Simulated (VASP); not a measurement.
# CdTe (F-43m) in VASP: notebook, part 3 of 4

VASP 6.6.1. The steps go on from the part before.

## Step 5: Single point, PBE

This run uses another cell than the first one, of 33.91 Å³/atom, 1.096 times its volume.

The input, INCAR:

```
SYSTEM = CdTe
PREC = Accurate ; ENCUT = 500
EDIFF = 1E-6 ; ISMEAR = 0
SIGMA = 0.01 ; LREAL = .False.
LASPH = .True. ; NELM = 120
ALGO = Normal ; ISIF = 2
LWAVE = .False. ; LCHARG = .False.
GGA = PE ; NBANDS = 16
GGA_COMPAT = .False.
```

The input, KPOINTS:

```
regular mesh
0
Gamma
  5 5 5
  0 0 0
```

The input, POSCAR:

```
CdTe
1.0
    0.0000000000      3.2367347371      3.2367347371
    3.2367347371      0.0000000000      3.2367347371
    3.2367347371      3.2367347371      0.0000000000
Cd Te
1 1
Direct
    0.0000000000      0.0000000000      0.0000000000
    0.2500000000      0.2500000000      0.2500000000
```

Potentials or basis: VASP PAW PBE potentials, release 64 (Cd, Te).

Run with:

```sh
cat potpaw_PBE.64/Cd/POTCAR potpaw_PBE.64/Te/POTCAR > POTCAR
mpirun -np 1 vasp_std > vasp.out
```

OUTCAR:

```text
SYSTEM = CdTe
   PREC = Accurate
   ENCUT = 500
   EDIFF = 1E-6
   ISMEAR = 0
   LREAL = .False.
   LASPH = .True.
   NELM = 120
   ISIF = 2
   GGA = PE

 ion  position               nearest neighbor table
   1  0.000  0.000  0.000-   2 2.80   2 2.80   2 2.80   2 2.80
   2  0.250  0.250  0.250-   1 2.80   1 2.80   1 2.80   1 2.80

  LATTYP: Found a face centered cubic cell.
 ALAT       =     6.4734694742

  Lattice vectors:

 A1 = (   0.0000000000,   3.2367347371,   3.2367347371)
 A2 = (   3.2367347371,   0.0000000000,   3.2367347371)
 A3 = (   3.2367347371,   3.2367347371,   0.0000000000)

Analysis of symmetry for initial positions (statically):
=====================================================================
 Subroutine PRICEL returns:
 Original cell was already a primitive cell.

 Routine SETGRP: Setting up the symmetry group for a
 face centered cubic supercell.

 Subroutine GETGRP returns: Found 24 space group operations
 (whereof 24 operations were pure point group operations)
 out of a pool of 48 trial point group operations.

The static configuration has the point symmetry T_d .

Analysis of symmetry for dynamics (positions and initial velocities):
=====================================================================
 Subroutine PRICEL returns:
 Original cell was already a primitive cell.

 Routine SETGRP: Setting up the symmetry group for a
 face centered cubic supercell.

 Subroutine GETGRP returns: Found 24 space group operations
 (whereof 24 operations were pure point group operations)
 out of a pool of 48 trial point group operations.

The dynamic configuration has the point symmetry T_d .

 Subroutine INISYM returns: Found 24 space group operations
 (whereof 24 operations are pure point group operations),
 and found     1 'primitive' translations

----------------------------------------------------------------------------------------

                                     Primitive cell

  volume of cell :      67.8190

  direct lattice vectors                    reciprocal lattice vectors
     0.000000000  3.236734737  3.236734737    -0.154476669  0.154476669  0.154476669
     3.236734737  0.000000000  3.236734737     0.154476669 -0.154476669  0.154476669
     3.236734737  3.236734737  0.000000000     0.154476669  0.154476669 -0.154476669

  length of vectors
     4.577434163  4.577434163  4.577434163     0.267561439  0.267561439  0.267561439

  position of ions in fractional coordinates (direct lattice)
     0.000000000  0.000000000  0.000000000
     0.250000000  0.250000000  0.250000000

  ion indices of the primitive-cell ions
   primitive index   ion index
                 1           1
                 2           2

----------------------------------------------------------------------------------------

 KPOINTS: regular mesh

Automatic generation of k-mesh.
 Grid dimensions read from file:
 generate k-points for:    5    5    5

 Generating k-lattice:

  Cartesian coordinates                     Fractional coordinates (reciprocal lattice)
    -0.030895334  0.030895334  0.030895334     0.200000000  0.000000000  0.000000000
     0.030895334 -0.030895334  0.030895334     0.000000000  0.200000000  0.000000000
     0.030895334  0.030895334 -0.030895334     0.000000000  0.000000000  0.200000000

  Length of vectors
     0.053512288  0.053512288  0.053512288

  Shift w.r.t. Gamma in fractional coordinates (k-lattice)
     0.000000000  0.000000000  0.000000000

 Subroutine IBZKPT returns following result:
 ===========================================

 Found     10 irreducible k-points:

 Following reciprocal coordinates:
            Coordinates               Weight
  0.000000  0.000000  0.000000      1.000000
  0.200000  0.000000  0.000000      8.000000
  0.400000  0.000000  0.000000      8.000000
  0.200000  0.200000  0.000000      6.000000
  0.400000  0.200000  0.000000     24.000000
 -0.400000  0.200000  0.000000     24.000000
 -0.200000  0.200000  0.000000     12.000000
  0.400000  0.400000  0.000000      6.000000
 -0.400000  0.400000  0.000000     12.000000
 -0.400000  0.400000  0.200000     24.000000
   k-points           NKPTS =     10   k-points in BZ     NKDIM =     10   number of bands    NBANDS=     16
   number of dos      NEDOS =    301   number of ions     NIONS =      2
   total plane-waves  NPLWV =  46656
   dimension x,y,z NGX =    36 NGY =   36 NGZ =   36
   dimension x,y,z NGXF=    72 NGYF=   72 NGZF=   72
   ions per type =               1   1
   NGX,Y,Z   is equivalent  to a cutoff of  13.07, 13.07, 13.07 a.u.
   NGXF,Y,Z  is equivalent  to a cutoff of  26.15, 26.15, 26.15 a.u.
 SYSTEM =  CdTe
   PREC   = accura    normal or accurate (medium, high low for compatibility)
   ISTART =      0    job   : 0-new  1-cont  2-samecut
   ICHARG =      2    charge: 1-file 2-atom 10-const
   ISPIN  =      1    spin polarized calculation?
   LNONCOLLINEAR =      F non collinear calculations
   LSORBIT =      F    spin-orbit coupling
   LASPH  =      T    aspherical Exc in radial PAW
   ENCUT  =  500.0 eV  36.75 Ry    6.06 a.u.   8.35  8.35  8.35*2*pi/ulx,y,z
   NELM   =    120;   NELMIN=  2; NELMDL= -5     # of ELM steps
   EDIFF  = 0.1E-05   stopping-criterion for ELM
   LREAL  =      F    real-space projection
   EDIFFG = 0.1E-04   stopping-criterion for IOM
   NSW    =      0    number of steps for IOM
   IBRION =     -1    ionic relax: 0-MD 1-quasi-New 2-CG
   NFREE  =      0    steps in history (QN), initial steepest desc. (CG)
   ISIF   =      2    stress and relaxation
   ISYM   =      2    0-nonsym 1-usesym 2-fastsym
   POTIM  = 0.5000    time-step for ionic-motion
   TEBEG  =    0.0;   TEEND  =   0.0 temperature during run
   PSTRESS=    0.0 pullay stress
   NELECT =      18.0000    total number of electrons
   NUPDOWN=      -1.0000    fix difference up-down
   EMIN   =  10.00;   EMAX   =-10.00  energy-range for DOS
   EFERMI =   0.00;   METHOD = LEGACY
   ISMEAR =     0;   SIGMA  =   0.01  broadening in eV -4-tet -1-fermi 0-gaus
   EFERMI_NEDOS =   21; number of points for ismear=-14 and -15
   IALGO  =     38    algorithm
   IMIX   =      4    mixing-type and parameters
     AMIX     =   0.40;   BMIX     =  1.00
     AMIX_MAG =   1.60;   BMIX_MAG =  1.00
  volume/ion in A,a.u.               =      33.91       228.83
  Fermi-wavevector in a.u.,A,eV,Ry     =   1.052080  1.988142 15.059898  1.106871
  Thomas-Fermi vector in A             =   2.187148
   LORBIT       =      0    0 simple, 1 ext, 2 COOP (PROOUT), +10 PAW based schemes
   GGA     = PE    functional components
   LHFCALC =     F    Hartree Fock is set to
   AEXX    =    0.0000 exact exchange contribution
   IVDW    =     0    specifies the selected vdW correction
   LEPSILON=     F    determine dielectric tensor
   LRPA    =     F    only Hartree local field effects (RPA)
 non-spin polarized calculation
 Gauss-broadening in eV      SIGMA  =   0.01
  energy-cutoff  :      500.00
  volume of cell :       67.82
 maximum number of plane-waves:      1759
 NGX is ok and might be reduce to    36
   NGX = 17   NGY = 17   NGZ = 17

 number of electron      17.9999996 magnetization

 Free energy of the ion-electron system (eV)
  ---------------------------------------------------
  ext. energy  EPLUGINS =         0.00000000
  ---------------------------------------------------
  free energy    TOTEN  =        -4.75328329 eV

  energy without entropy =       -4.75328329  energy(sigma->0) =       -4.75328329

 E-fermi :   2.4573     XC(G=0):  -8.5955

 val. band max:        2.3879270095   @ k =   0.0000   0.0000   0.0000
 cond. band min:       3.1655475068   @ k =   0.0000   0.0000   0.0000
 fundamental gap:      0.7776204973
 Fermi energy:         2.4572542674

 k-point     1 :       0.0000    0.0000    0.0000
  band No.  band energies     occupation
      1      -8.8035      2.00000
      2      -5.9213      2.00000
      3      -5.9213      2.00000
      4      -5.9213      2.00000
      5      -5.6591      2.00000
      6      -5.6591      2.00000
[... 8 lines left out ...]
     15      11.7467      0.00000
     16      11.7467      0.00000
[... 153 lines left out ...]
 k-point    10 :      -0.4000    0.4000    0.2000
  band No.  band energies     occupation
      1      -8.3145      2.00000
      2      -5.8081      2.00000
      3      -5.8007      2.00000
      4      -5.6954      2.00000
      5      -5.6509      2.00000
      6      -5.1700      2.00000
[... 8 lines left out ...]
     15      12.4877      0.00000
     16      14.4740      0.00000

------------------------ aborting loop because EDIFF is reached ----------------------------------------

  FORCE on cell =-STRESS in cart. coord.  units (eV):
  Direction    XX          YY          ZZ          XY          YZ          ZX
  --------------------------------------------------------------------------------------
  -------------------------------------------------------------------------------------
  Total        1.2414501      1.2414501      1.2414501      0.0000000      0.0000000      0.0000000
  in kB       29.3284109     29.3284109     29.3284109      0.0000000      0.0000000      0.0000000
  external PRESSURE =      29.3284109 kB  Pullay stress =       0.0000000 kB

 VOLUME and BASIS-vectors are now :
 -----------------------------------------------------------------------------
  energy-cutoff  :      500.00
  volume of cell :       67.82
      direct lattice vectors                 reciprocal lattice vectors
     0.000000000  3.236734737  3.236734737    -0.154476669  0.154476669  0.154476669
     3.236734737  0.000000000  3.236734737     0.154476669 -0.154476669  0.154476669
     3.236734737  3.236734737  0.000000000     0.154476669  0.154476669 -0.154476669

 POSITION                                       TOTAL-FORCE (eV/Angst)
 -----------------------------------------------------------------------------------
      0.00000      0.00000      0.00000        -0.000000      0.000000     -0.000000
      1.61837      1.61837      1.61837         0.000000     -0.000000      0.000000
 -----------------------------------------------------------------------------------
    total drift:                                0.000000      0.000000      0.000000

  FREE ENERGIE OF THE ION-ELECTRON SYSTEM (eV)
  ---------------------------------------------------
  free  energy   TOTEN  =        -4.7532832914 eV

  energy  without entropy=       -4.7532832914  energy(sigma->0) =       -4.75328329
```

OSZICAR:

```text
N       E                     dE             d eps       ncg     rms          rms(c)
DAV:   1     0.992444201198E+02    0.99244E+02   -0.81864E+03   320   0.955E+02
DAV:   2    -0.147492726498E+01   -0.10072E+03   -0.95807E+02   376   0.229E+02
DAV:   3    -0.495597629578E+01   -0.34810E+01   -0.34779E+01   424   0.452E+01
DAV:   4    -0.498702232851E+01   -0.31046E-01   -0.31045E-01   464   0.372E+00
DAV:   5    -0.498710010074E+01   -0.77772E-04   -0.77772E-04   424   0.172E-01    0.564E+00
DAV:   6    -0.476809069657E+01    0.21901E+00   -0.37409E-01   360   0.738E+00    0.460E+00
DAV:   7    -0.475185465547E+01    0.16236E-01   -0.11188E-01   368   0.217E+00    0.175E+00
DAV:   8    -0.475283952112E+01   -0.98487E-03   -0.11292E-02   344   0.121E+00    0.484E-01
DAV:   9    -0.475318009185E+01   -0.34057E-03   -0.97095E-04   376   0.331E-01    0.115E-01
DAV:  10    -0.475324413741E+01   -0.64046E-04   -0.11776E-04   400   0.103E-01    0.557E-02
DAV:  11    -0.475328467740E+01   -0.40540E-04   -0.78437E-05   376   0.588E-02    0.351E-02
DAV:  12    -0.475328363299E+01    0.10444E-05   -0.31999E-06   376   0.155E-02    0.223E-02
DAV:  13    -0.475328329135E+01    0.34163E-06   -0.93249E-07   328   0.499E-03
   1 F= -.47532833E+01 E0= -.47532833E+01  d E =-.181237E-24
```

Wall time 22 s (1 thread of Intel Xeon 8259CL, shared host); peak memory 0.2 GiB.

What came out:

```yaml
Free_energy: -4.7533 eV
Pressure: 2.9 GPa
Band_gap_on_the_k_mesh: 0.78 eV, direct
```

Caveat: spin-orbit coupling is left out, which moves the levels of the heavy elements.

(Part 3 of 4 ends here.)
